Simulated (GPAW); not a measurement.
Crystal: PbSe (Clausthalite).

```
Pb Se
1.0
     0.00000    3.06065    3.06065
     3.06065    0.00000    3.06065
     3.06065    3.06065    0.00000
Pb Se
1 1
Direct
  0.00000 0.00000 0.00000
  0.50000 0.50000 0.50000
```

Base run:

- Program: GPAW 26.7.0
- Functional: PBE
- Potentials or basis: GPAW PAW data sets (gpaw-data 1.2.1)
- Cutoff: 500 eV
- Basis: pw
- k mesh: 6 × 6 × 6
- Occupations: fermi-dirac, width 0.05 eV
- Spin: no spin polarisation

Its results: band gap on the k mesh 0.24 eV, direct.

Problem. The run is repeated on the same cell with these changes: functional from PBE to PBE0; cutoff from 500 eV to 450 eV; k mesh from 6 × 6 × 6 to 4 × 4 × 4. What comes out?

Solution. Band gap on the k mesh 1.23 eV, direct.

Several settings changed at once, so the effect can't be laid on one alone.

Caveats: some runs use coarse meshes; spin-orbit coupling is left out, which as a rule narrows the gap of such compounds by several tenths of an eV; exact exchange converges slowly with the k mesh, and this mesh is small (some runs).

A k mesh can miss the band edges.
